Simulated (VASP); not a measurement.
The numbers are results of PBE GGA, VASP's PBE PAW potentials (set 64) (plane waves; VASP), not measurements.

VASP ran on this input.

### KPOINTS
```
Automatic
0
gamma
 11 11 3
```

INCAR:
```
ALGO = Normal
EDIFF = 1E-6
ENCUT = 240
GGA = PE
ISIF = 2
ISMEAR = 1
LASPH = .TRUE.
LCHARG = .FALSE.
LMAXMIX = 4
LREAL = .FALSE.
LWAVE = .FALSE.
NELM = 100
PREC = Accurate
SIGMA = 0.1
SYSTEM = InN
```

POSCAR:
```
InN
1.0
  3.4970810000   0.0000000000   0.0000000000
 -1.7485400000   3.0285610000   0.0000000000
  0.0000000000   0.0000000000  11.4485470000
In N
4 4
direct
  0.0000000000   0.0000000000   0.0000000000
  0.0000000000   0.0000000000   0.5000000000
  0.6666670000   0.3333330000   0.7501800000
  0.3333330000   0.6666670000   0.2501800000
  0.0000000000   0.0000000000   0.8121600000
  0.0000000000   0.0000000000   0.3121600000
  0.6666670000   0.3333330000   0.5632900000
  0.3333330000   0.6666670000   0.0632900000
```

POTCAR, in this order: In_d N (PBE.64 set). Program: vasp_std.

Output of the run:

### OSZICAR
```
       N       E                     dE             d eps       ncg     rms          rms(c)
DAV:   1     0.625309054460E+03    0.62531E+03   -0.22141E+04  2763   0.133E+03
DAV:   2     0.333067563143E+02   -0.59200E+03   -0.57648E+03  2979   0.404E+02
DAV:   3    -0.460914513294E+02   -0.79398E+02   -0.78264E+02  3254   0.166E+02
DAV:   4    -0.493248941410E+02   -0.32334E+01   -0.32107E+01  3360   0.346E+01
DAV:   5    -0.494330803870E+02   -0.10819E+00   -0.10807E+00  3925   0.532E+00    0.187E+01
DAV:   6    -0.431445601207E+02    0.62885E+01   -0.23431E+01  4137   0.431E+01    0.131E+01
DAV:   7    -0.432303870304E+02   -0.85827E-01   -0.27872E+00  2969   0.773E+00    0.541E+00
DAV:   8    -0.431561507072E+02    0.74236E-01   -0.20528E-01  4087   0.375E+00    0.266E+00
DAV:   9    -0.431354159625E+02    0.20735E-01   -0.54956E-02  4152   0.246E+00    0.471E-01
DAV:  10    -0.431354348496E+02   -0.18887E-04   -0.59336E-03  3746   0.702E-01    0.292E-01
DAV:  11    -0.431362362511E+02   -0.80140E-03   -0.49405E-03  4288   0.462E-01    0.150E-01
DAV:  12    -0.431360106322E+02    0.22562E-03   -0.12353E-03  3810   0.324E-01    0.644E-02
DAV:  13    -0.431360232408E+02   -0.12609E-04   -0.11390E-04  3130   0.610E-02    0.236E-02
DAV:  14    -0.431360224707E+02    0.77011E-06   -0.51684E-06  3066   0.167E-02
   1 F= -.43136022E+02 E0= -.43136182E+02  d E =0.477274E-03
```

**OUTCAR**
```
------------------------ aborting loop because EDIFF is reached ----------------------------------------
  FORCE on cell =-STRESS in cart. coord.  units (eV):
  Direction    XX          YY          ZZ          XY          YZ          ZX
  --------------------------------------------------------------------------------------
  Total      -16.8247967    -16.8247968    -17.3712697     -0.0000028     -0.0000000      0.0000000
  in kB     -222.3146173   -222.3146195   -229.5354434     -0.0000367     -0.0000000      0.0000000
  external PRESSURE =    -224.7215600 kB  Pullay stress =       0.0000000 kB
  volume of cell :      121.25
      direct lattice vectors                 reciprocal lattice vectors
     3.497081000  0.000000000  0.000000000     0.285952770  0.165094861  0.000000000
    -1.748540000  3.028561000  0.000000000     0.000000000  0.330189816  0.000000000
     0.000000000  0.000000000 11.448547000     0.000000000  0.000000000  0.087347329
 POSITION                                       TOTAL-FORCE (eV/Angst)
 -----------------------------------------------------------------------------------
      0.00000      0.00000      0.00000        -0.000000      0.000000      0.065914
      0.00000      0.00000      5.72427         0.000000      0.000000      0.065914
      1.74854      1.00952      8.58847         0.000000      0.000000     -0.012654
     -0.00000      2.01904      2.86420        -0.000000     -0.000000     -0.012654
      0.00000      0.00000      9.29805        -0.000000     -0.000000      0.089877
      0.00000      0.00000      3.57378        -0.000000      0.000000      0.089877
      1.74854      1.00952      6.44885         0.000000     -0.000000     -0.143137
     -0.00000      2.01904      0.72458        -0.000000      0.000000     -0.143137
 -----------------------------------------------------------------------------------
    total drift:                                0.000000      0.000001      0.000590
  FREE ENERGIE OF THE ION-ELECTRON SYSTEM (eV)
  ---------------------------------------------------
  free  energy   TOTEN  =       -43.1360224707 eV

  energy  without entropy=      -43.1364997450  energy(sigma->0) =      -43.13618156
```
(Selected blocks of OUTCAR.)

File OUTCAR:
```
 val. band max:        6.8682320518   @ k =   0.0000   0.0000   0.0000

 cond. band min:       6.8980372507   @ k =   0.0000   0.0000   0.0000


 Fermi energy:         6.8898105810

 k-point     1 :       0.0000    0.0000    0.0000
  band No.  band energies     occupation
      1      -8.3181      2.00000
      2      -8.2533      2.00000
      3      -8.2532      2.00000
      4      -8.2088      2.00000
      5      -6.5390      2.00000
      6      -6.5289      2.00000
      7      -6.5289      2.00000
      8      -6.4953      2.00000
      9      -6.4953      2.00000
     10      -6.4489      2.00000
     11      -6.4489      2.00000
     12      -6.4345      2.00000
     13      -6.4345      2.00000
     14      -6.1573      2.00000
     15      -6.1573      2.00000
     16      -6.1375      2.00000
     17      -6.1375      2.00000
     18      -6.0846      2.00000
     19      -6.0845      2.00000
     20      -6.0462      2.00000
     21      -6.0462      2.00000
     22      -5.8866      2.00000
     23      -5.8543      2.00000
     24      -4.6304      2.00000
     25       0.8460      2.00000
     26       3.3051      2.00000
     27       3.3251      2.00000
     28       5.9592      2.00000
     29       5.9592      2.00000
     30       6.3614      2.00000
     31       6.4647      2.00000
     32       6.4648      2.00000
     33       6.4922      2.00000
     34       6.4922      2.00000
     35       6.8682      1.35597
     36       6.8980      0.86128
     37       6.8981      0.86099
     38       9.0322      0.00000
     39       9.2607      0.00000
     40       9.8432      0.00000
     41      13.7364      0.00000
     42      13.9952      0.00000
     43      14.3623      0.00000

 k-point     2 :       0.0909    0.0000    0.0000
  band No.  band energies     occupation
      1      -8.3122      2.00000
      2      -8.2515      2.00000
      3      -8.2431      2.00000
      4      -8.2086      2.00000
      5      -6.5294      2.00000
...
```

At this cut-off the stress carries a Pulay error, which pulls relaxed volumes low. Unless said otherwise, spin-orbit coupling is left out, though it shifts the bands of the heavy elements here.

The structure was generated: InN was put into an ordered model structure, which need not be its known phase. The cell was not relaxed at this level, and its volume differs by -4.4 % from the start's. The run is one of a series of settings (ENCUT = 240 against the base run), some of them coarse on purpose.
